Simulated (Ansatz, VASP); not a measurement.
**CsBr in VASP and in Ansatz**

```
CELL_PARAMETERS angstrom
4.28600 0.00000 0.00000
0.00000 4.28600 0.00000
0.00000 0.00000 4.28600
ATOMIC_POSITIONS crystal
Cs 0.00000 0.00000 0.00000
Br 0.50000 0.50000 0.50000
```

Alike in both runs: task single point; functional PBE; k mesh 6 × 6 × 6; occupations gaussian, width 0.05 eV; no spin polarisation.

|  | VASP | Ansatz |
| --- | --- | --- |
| version | VASP 6.6.1 | Ansatz 0.2.0 |
| potentials or method | VASP PAW PBE potentials, release 64 (Cs_sv, Br) | scalar-relativistic, plane waves, PAW |
| plane-wave cutoff (eV) | 520 | 420 |
| valence electrons in the cell | 16 | 16 |

```csv
,VASP,Ansatz,Ansatz less VASP
gap on the k mesh at the Fermi level (eV),4.52,4.53,+0.010
least direct gap on the mesh (eV),4.52,4.53,+0.010
pressure (GPa),1.1,1.1,-0.05
```

The functional is the same, so the differences come from potentials, cutoffs and numerics.

Caveats: spin-orbit coupling is left out, which moves the levels of the heavy elements.
